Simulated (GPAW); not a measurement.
**CdO (Monteponite): relaxation of cell and atoms with PBE+D4**

Crystal: CdO (Monteponite).

```
CELL_PARAMETERS angstrom
0.00000 2.34950 2.34950
2.34950 0.00000 2.34950
2.34950 2.34950 0.00000
ATOMIC_POSITIONS crystal
Cd 0.00000 0.00000 0.00000
O 0.50000 0.50000 0.50000
```

| Item | Value |
| --- | --- |
| Program | GPAW 26.7.0 |
| Task | relaxation of cell and atoms |
| Functional | PBE |
| Dispersion | D4 |
| Potentials or basis | GPAW PAW data sets (gpaw-data 1.2.1) |
| Cutoff | 800 eV |
| Basis | pw |
| k mesh | 10 × 10 × 10 |
| Occupations | fermi-dirac, width 0.05 eV |
| Spin | no spin polarisation |
| Maxiter | 150 |
| Optimizer | BFGS |
| Fmax | 0.01 eV/Å |
| Max steps | 100 |
| Convergence | density=1e-05 forces=0.0001 |

```yaml
Relaxed_volume: 13.15 Å³/atom
Relaxed_cell: a = 3.338 Å, b = 3.338 Å, c = 3.338 Å, α = 60.00°, β = 60.00°, γ = 60.00°
Space_group_after_relaxing_to_0.05_Å: Fm-3m (No. 225)
Energy_gained_by_relaxing: 1.2 meV/atom
Ionic_steps: 3
Pressure_after_relaxing: 0.0 GPa
Band_gap_on_the_k_mesh: none (metal or under the smearing width)
Dispersion_energy_per_atom: -0.310 eV
```

Step by step:
| step | energy change (eV) | largest force (eV/Å) | pressure (GPa) | volume (Å³) |
| --- | --- | --- | --- | --- |
| 1 | 0.0000 | 0.0000 | 1.96 | 25.94 |
| 2 | -0.0010 | 0.0000 | 1.46 | 26.03 |
| 3 | -0.0024 | 0.0000 | 0.03 | 26.30 |

Final structure:
```cif
data_structure
_symmetry_space_group_name_H-M 'P 1'
_symmetry_Int_Tables_number 1
_cell_length_a 3.3378
_cell_length_b 3.3378
_cell_length_c 3.3378
_cell_angle_alpha 60.000
_cell_angle_beta 60.000
_cell_angle_gamma 60.000
_cell_volume 26.30
loop_
_atom_site_label
_atom_site_type_symbol
_atom_site_fract_x
_atom_site_fract_y
_atom_site_fract_z
_atom_site_occupancy
Cd1 Cd 0.00000 0.00000 0.00000 1
O1 O 0.50000 0.50000 0.50000 1
```

Levels at points of the mesh, in eV from the Fermi level:
```
           k point  band 7  band 8  band 9  band 10  band 11  band 12
(0.00, 0.00, 0.00)   -1.51   -1.51   -1.51    -0.62    14.42    16.75
(0.50, 0.00, 0.00)   -3.92   -0.16   -0.16     4.22     7.05    11.60
(0.50, 0.50, 0.00)   -4.43   -2.46   -2.46     3.66     8.27    11.03
(0.50, 0.50, 0.50)   -3.92   -0.16   -0.16     4.22     7.05    11.60
```

Run time: 2.6 min on 1 thread of Arm Neoverse V1, on a shared host, peak memory 0.32 GiB.

Caveat: later steps reuse the first step's grids; pairwise dispersion overbinds metals, which lowers pressure and volume; this crystal is a semiconductor, whose small gap the functional closes, so the metal is an error of the method. Zero-point motion and thermal expansion aren't in these numbers.
